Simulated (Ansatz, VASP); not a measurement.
## One calculation of Ba, two programs

INCAR

```
SYSTEM = Ba
PREC = Accurate
ENCUT = 520
EDIFF = 1E-6
ISMEAR = -1
SIGMA = 0.05
LREAL = .False.
LASPH = .True.
NELM = 80
ALGO = Fast
ISIF = 2
LWAVE = .False.
LCHARG = .False.
GGA = PE
NBANDS = 28
```

KPOINTS

```
regular mesh
0
Gamma
  5 5 5
  0 0 0
```

The input POSCAR:

```
Ba
1.0
   -4.1311947479      4.1311947479      3.8367706453
    4.1311947479     -4.1311947479      3.8367706453
    4.1311947479      4.1311947479     -3.8367706453
Ba
4
Direct
    0.6818578900      0.1818578900      0.8637157800
    0.3181421100      0.8181421100      0.1362842200
    0.1818578900      0.3181421100      0.5000000000
    0.8181421100      0.6818578900      0.5000000000
```

The input input.yaml:

```yaml
crystal:
  lattice:
    - [-4.1311947479, 4.1311947479, 3.8367706453]
    - [4.1311947479, -4.1311947479, 3.8367706453]
    - [4.1311947479, 4.1311947479, -3.8367706453]
  atoms:
    - { symbol: Ba, position: [0.68185789, 0.18185789, 0.86371578] }
    - { symbol: Ba, position: [0.31814211, 0.81814211, 0.13628422] }
    - { symbol: Ba, position: [0.18185789, 0.31814211, 0.5] }
    - { symbol: Ba, position: [0.81814211, 0.68185789, 0.5] }
hamiltonian:
  xc: pbe
  pseudopotentials: { kind: paw }
kpoints:
  mp_grid: { grid: [5, 5, 5] }
scf:
  occupations: { method: fermi_dirac, width: 0.05 }
output:
  forces: true
  stress: true
  eigenvalues: true
```

This isn't the form of Ba at room conditions, which is bcc.

Alike in both runs: task single point; functional PBE; k mesh 5 × 5 × 5; occupations fermi-dirac, width 0.05 eV; no spin polarisation.

|  | VASP | Ansatz |
| --- | --- | --- |
| version | VASP 6.6.1 | Ansatz 0.2.0 |
| potentials or method | VASP PAW PBE potentials, release 64 (Ba_sv) | Ansatz PAW |
| plane-wave cutoff (eV) | 520 | 420 |
| valence electrons in the cell | 40 | 40 |

VASP gave:

| Property | Result |
| --- | --- |
| gap on the k mesh at the Fermi level (eV) | none |
| pressure (GPa) | -0.1 |
| largest component of the traceless stress (GPa) | 0.08 |
| rms of the force components (eV/Å) | 0.063 |

Question: Which values does Ansatz return?

Answer: gap on the k mesh at the Fermi level (eV): none; pressure (GPa): -0.2; largest component of the traceless stress (GPa): 0.08; rms of the force components (eV/Å): 0.060.

Atom by atom the forces differ by 0.002 eV/Å (rms over components). A gap of «none» marks a metal or a gap that the smearing closes. With one functional, cell and mesh, what is left measures potentials, basis and numerics.

Spin-orbit coupling is left out, which matters for the levels of Ba.
